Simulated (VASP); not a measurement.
# Nb5N4 in VASP: single point with PBE

Aim: the single point of Nb5N4 with PBE.

Program: VASP 6.6.1. These are calculated values, not measurements. Logs are shortened: lines on timing, memory, paths and dates and some standing lists are left out, and cuts for length are marked.

### 1 Starting point

The cell holds a slab with vacuum, 9 atoms: a = 2.940 Å, b = 2.940 Å, c = 26.160 Å, α = 90.00°, β = 90.00°, γ = 120.00°.

### 2 Single point, PBE

File INCAR:

```
SYSTEM = Nb5N4
ALGO     = Normal         ! electronic algorithm
DIPOL    = 0.5 0.5 0.500
EDIFF    = 1E-6           ! SCF threshold, eV
ENCUT    = 900            ! plane-wave cutoff, eV
GGA      = PE             ! functional
IDIPOL   = 3            
ISIF     = 2              ! what is computed and relaxed
ISMEAR   = -1             ! smearing method
LASPH    = .TRUE.         ! aspherical terms in the spheres
LCHARG   = .FALSE.        ! write CHGCAR
LDIPOL   = .TRUE.       
LREAL    = .FALSE.        ! projectors in reciprocal space
LWAVE    = .FALSE.        ! write WAVECAR
NELM     = 60             ! most SCF steps
PREC     = Accurate       ! precision mode
SIGMA    = 0.05           ! smearing width, eV
```

File KPOINTS:

```
k-points
0
G
  7 7 1
  0 0 0
```

File POSCAR:

```
Nb5N4
1.0
    2.9399979705      0.0000000000      0.0000000000
   -1.4699989852      2.5461129295      0.0000000000
    0.0000000000      0.0000000000     26.1600000000
Nb N
5 4
Direct
    0.0000000000      0.0000000000      0.2866972477
    0.0000000000      0.0000000000      0.3933486239
    0.0000000000      0.0000000000      0.5000000000
    0.0000000000      0.0000000000      0.6066513761
    0.0000000000      0.0000000000      0.7133027523
    0.6666666667      0.3333333334      0.3400229358
    0.6666666667      0.3333333334      0.4466743119
    0.6666666667      0.3333333334      0.5533256881
    0.6666666667      0.3333333334      0.6599770642
```

Potentials or basis: VASP PAW PBE potentials, release 64 (Nb_sv_GW, N_GW).

Run with:

```sh
> cat potpaw_PBE.64/Nb_sv_GW/POTCAR potpaw_PBE.64/N_GW/POTCAR > POTCAR
> mpirun -np 1 vasp_std > vasp.out
```

OUTCAR:

```text
SYSTEM = Nb5N4
   EDIFF = 1E-6
   ENCUT = 900
   GGA = PE
   ISIF = 2
   ISMEAR = -1
   LASPH = .TRUE.
   LREAL = .FALSE.
   NELM = 60
   PREC = Accurate

 ion  position               nearest neighbor table
   1  0.000  0.000  0.287-   6 2.20   6 2.20   6 2.20
   2  0.000  0.000  0.393-   7 2.20   7 2.20   7 2.20   6 2.20   6 2.20   6 2.20
   3  0.000  0.000  0.500-   7 2.20   8 2.20   7 2.20   8 2.20   7 2.20   8 2.20
   4  0.000  0.000  0.607-   8 2.20   8 2.20   8 2.20   9 2.20   9 2.20   9 2.20
   5  0.000  0.000  0.713-   9 2.20   9 2.20   9 2.20
   6  0.667  0.333  0.340-   1 2.20   2 2.20   1 2.20   2 2.20   1 2.20   2 2.20
   7  0.667  0.333  0.447-   2 2.20   2 2.20   2 2.20   3 2.20   3 2.20   3 2.20
   8  0.667  0.333  0.553-   4 2.20   4 2.20   4 2.20   3 2.20   3 2.20   3 2.20
   9  0.667  0.333  0.660-   4 2.20   5 2.20   4 2.20   5 2.20   4 2.20   5 2.20

  LATTYP: Found a hexagonal cell.
 ALAT       =     2.9399979705
 C/A-ratio  =     8.8979653260

  Lattice vectors:

 A1 = (   2.9399979705,   0.0000000000,   0.0000000000)
 A2 = (  -1.4699989852,   2.5461129295,   0.0000000000)
 A3 = (   0.0000000000,   0.0000000000,  26.1600000000)

Analysis of symmetry for initial positions (statically):
=====================================================================
 Subroutine PRICEL returns:
 Original cell was already a primitive cell.

 Routine SETGRP: Setting up the symmetry group for a
 hexagonal supercell.

 Subroutine GETGRP returns: Found 12 space group operations
 (whereof 12 operations were pure point group operations)
 out of a pool of 24 trial point group operations.

The static configuration has the point symmetry D_3h.

Analysis of symmetry for dynamics (positions and initial velocities):
=====================================================================
 Subroutine PRICEL returns:
 Original cell was already a primitive cell.

 Routine SETGRP: Setting up the symmetry group for a
 hexagonal supercell.

 Subroutine GETGRP returns: Found 12 space group operations
 (whereof 12 operations were pure point group operations)
 out of a pool of 24 trial point group operations.

The dynamic configuration has the point symmetry D_3h.

 Subroutine INISYM returns: Found 12 space group operations
 (whereof 12 operations are pure point group operations),
[... 102 lines left out ...]
   TEBEG  =    0.0;   TEEND  =   0.0 temperature during run
   PSTRESS=    0.0 pullay stress
   NELECT =      85.0000    total number of electrons
   NUPDOWN=      -1.0000    fix difference up-down
   EMIN   =  10.00;   EMAX   =-10.00  energy-range for DOS
   EFERMI =   0.00;   METHOD = LEGACY
   ISMEAR =    -1;   SIGMA  =   0.05  broadening in eV -4-tet -1-fermi 0-gaus
   EFERMI_NEDOS =   21; number of points for ismear=-14 and -15
   IALGO  =     38    algorithm
   IMIX   =      4    mixing-type and parameters
     AMIX     =   0.40;   BMIX     =  1.00
     AMIX_MAG =   1.60;   BMIX_MAG =  1.00
  volume/ion in A,a.u.               =      21.76       146.83
  Fermi-wavevector in a.u.,A,eV,Ry     =   1.239539  2.342390 20.904778  1.536458
  Thomas-Fermi vector in A             =   2.374018
   LORBIT       =      0    0 simple, 1 ext, 2 COOP (PROOUT), +10 PAW based schemes
   GGA     = PE    functional components
   LHFCALC =     F    Hartree Fock is set to
   AEXX    =    0.0000 exact exchange contribution
   IVDW    =     0    specifies the selected vdW correction
   LEPSILON=     F    determine dielectric tensor
   LRPA    =     F    only Hartree local field effects (RPA)
 non-spin polarized calculation
  energy-cutoff  :      900.00
  volume of cell :      195.82
 maximum number of plane-waves:     12051
 NGX is ok and might be reduce to    30
   NGX = 15   NGY = 15   NGZ =127

 number of electron      85.0000001 magnetization

 dipolmoment           0.000000      0.000000     -0.000000 electrons x Angstroem

 Free energy of the ion-electron system (eV)
  ---------------------------------------------------
  ext. energy  EPLUGINS =         0.00000000
  ---------------------------------------------------
  free energy    TOTEN  =       -97.12497998 eV

  energy without entropy =      -97.11651374  energy(sigma->0) =      -97.12074686

 E-fermi :   4.2013     XC(G=0):  -7.7129

 val. band max:        4.0456694843   @ k =   0.0000   0.0000   0.0000
 cond. band min:       4.3268305134   @ k =   0.0000   0.0000   0.0000
 fundamental gap:      0.2811610291
 Fermi energy:         4.2012693553

 k-point     1 :       0.0000    0.0000    0.0000
  band No.  band energies     occupation
      1     -51.2936      2.00000
      2     -51.2560      2.00000
      3     -51.1736      2.00000
      4     -50.7805      2.00000
      5     -50.7805      2.00000
      6     -28.2002      2.00000
[... 421 lines left out ...]
     50       7.5075      0.00000
     51       7.5603      0.00000

------------------------ aborting loop because EDIFF is reached ----------------------------------------

 vacuum level on the upper side and lower side of the slab       (xc-potential included)        -0.265        -0.265

  FORCE on cell =-STRESS in cart. coord.  units (eV):
  Direction    XX          YY          ZZ          XY          YZ          ZX
  --------------------------------------------------------------------------------------
  -------------------------------------------------------------------------------------
  Total        2.4952548      2.4952548     14.1677563      0.0000000     -0.0000000     -0.0000000
  in kB       20.4156425     20.4156425    115.9175592      0.0000000     -0.0000000     -0.0000000
  external PRESSURE =      52.2496147 kB  Pullay stress =       0.0000000 kB

 VOLUME and BASIS-vectors are now :
 -----------------------------------------------------------------------------
  energy-cutoff  :      900.00
  volume of cell :      195.82
      direct lattice vectors                 reciprocal lattice vectors
     2.939997970  0.000000000  0.000000000     0.340136289  0.196377778  0.000000000
    -1.469998985  2.546112930  0.000000000     0.000000000  0.392755556  0.000000000
     0.000000000  0.000000000 26.160000000     0.000000000  0.000000000  0.038226300

 POSITION                                       TOTAL-FORCE (eV/Angst)
 -----------------------------------------------------------------------------------
      0.00000      0.00000      7.50000        -0.000000      0.000000     -1.155994
      0.00000      0.00000     10.29000        -0.000000      0.000000     -0.495770
      0.00000      0.00000     13.08000         0.000000      0.000000      0.000000
      0.00000      0.00000     15.87000        -0.000000      0.000000      0.495770
      0.00000      0.00000     18.66000        -0.000000      0.000000      1.155994
      1.47000      0.84870      8.89500         0.000000     -0.000000      0.158539
      1.47000      0.84870     11.68500         0.000000     -0.000000      0.019329
      1.47000      0.84870     14.47500        -0.000000     -0.000000     -0.019329
      1.47000      0.84870     17.26500        -0.000000      0.000000     -0.158539
 -----------------------------------------------------------------------------------
    total drift:                                0.000000     -0.000000      0.000000

  FREE ENERGIE OF THE ION-ELECTRON SYSTEM (eV)
  ---------------------------------------------------
  free  energy   TOTEN  =       -97.1249799784 eV

  energy  without entropy=      -97.1165137385  energy(sigma->0) =      -97.12074686

 vacuum level on the upper side and lower side of the slab         8.872         8.872
```

OSZICAR:

```text
N       E                     dE             d eps       ncg     rms          rms(c)
DAV:   1     0.164779247411E+04    0.16478E+04   -0.59871E+04   816   0.242E+03
DAV:   2     0.127258353969E+03   -0.15205E+04   -0.14529E+04  1115   0.987E+02
DAV:   3    -0.100803382907E+03   -0.22806E+03   -0.22535E+03  1160   0.315E+02
DAV:   4    -0.114681024081E+03   -0.13878E+02   -0.13581E+02  1256   0.937E+01
[... 22 lines left out ...]
DAV:  27    -0.971249689024E+02   -0.61617E-05   -0.12622E-06   712   0.642E-03    0.699E-03
DAV:  28    -0.971249732493E+02   -0.43469E-05   -0.51392E-07   680   0.652E-03    0.894E-03
DAV:  29    -0.971249762601E+02   -0.30109E-05   -0.21256E-07   632   0.332E-03    0.800E-03
DAV:  30    -0.971249795964E+02   -0.33362E-05   -0.22047E-07   656   0.363E-03    0.362E-03
DAV:  31    -0.971249799784E+02   -0.38205E-06   -0.98485E-08   600   0.202E-03
   1 F= -.97124980E+02 E0= -.97120747E+02  d E =-.846624E-02
```

stdout:

```text
POSCAR found type information on POSCAR NbN
 POSCAR found :  2 types and       9 ions
 scaLAPACK will be used
 LDA part: xc-table for (Slater+PW92), standard interpolation
 POSCAR, INCAR and KPOINTS ok, starting setup
 FFT: planning ... GRIDC
 FFT: planning ... GRID_SOFT
 FFT: planning ... GRID
 WAVECAR not read
 entering main loop
```

It took 7.9 min on 1 thread of Intel Xeon Platinum 8559C (Emerald Rapids), shared host; peak memory 0.58 GiB.

What came out:

```yaml
Free_energy: -97.1250 eV
Largest_force: 1.156 eV/Å
Band_gap_on_the_k_mesh: none (metal or under the smearing width)
```

Forces on the atoms (eV/Å):
```
Nb   0.000  0.000 -1.156
Nb   0.000  0.000 -0.496
Nb   0.000  0.000  0.000
Nb   0.000  0.000  0.496
Nb   0.000  0.000  1.156
N    0.000  0.000  0.159
N    0.000  0.000  0.019
N    0.000  0.000 -0.019
N    0.000  0.000 -0.159
```
